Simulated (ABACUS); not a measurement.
**MnSb under changes of volume**

One of the cells (21.552 Å³/atom); the others are scaled copies at fixed shape and fractional positions:

```
Sb Mn
1.0
     4.15000    0.00000    0.00000
    -2.07500    3.59401    0.00000
     0.00000    0.00000    5.78000
Sb Mn
2 2
Cartesian
  2.0750 1.1980 4.3350
  0.0000 2.3960 1.4450
  0.0000 0.0000 2.8900
  0.0000 0.0000 0.0000
```

- Program: ABACUS 3.10.1
- Functional: PBE
- Potentials or basis: PseudoDojo NC SR 0.4.1 PBE standard
- Cutoff: 1320 eV
- Density cutoff: 5279 eV
- Basis: plane waves
- k mesh: 7 × 7 × 5
- Occupations: fermi-dirac, width 0.05 eV
- Spin: collinear spin, ferromagnetic start
- Starting moments: [0.0, 0.0, 4.0, 4.0] μB

```tsv
volume (Å³/atom)	energy over the lowest point (meV/atom)	pressure (GPa)	moment (μB per cell)
20.259	?	?	?
20.690	0.00	-0.1	6.62
21.121	1.72	-1.2	6.74
21.552	6.17	-2.1	6.87
21.983	12.92	-3.0	6.99
22.414	21.82	-3.8	7.10
22.845	32.85	-4.6	7.19
```

Q: What does the run at 20.259 Å³/atom give?

A: Energy over the lowest point 1.57 meV/atom; pressure 1.2 GPa; moment 6.49 μB per cell.

Worked out: A Birch-Murnaghan fit of order 3 (a polynomial in V^(-2/3)) to the other rows has its minimum at 20.63 Å³/atom, just outside them, with B0 = V·E''(V) = 51 GPa and B' = 3.1 at fixed shape and positions, which overstates the stiffness. It gives 1.04 meV/atom at 20.259 Å³/atom, against the run's 1.57, and -dE/dV = 0.9 GPa, against 1.2. A parabola through the other rows of the moment, of slope 0.335 μB per Å³/atom there, extrapolates to 6.47 μB, against the run's 6.49.

Energies are extrapolated to zero smearing.

Caveats: only a ferromagnetic start was run, and an antiferromagnetic order may lie lower in energy.
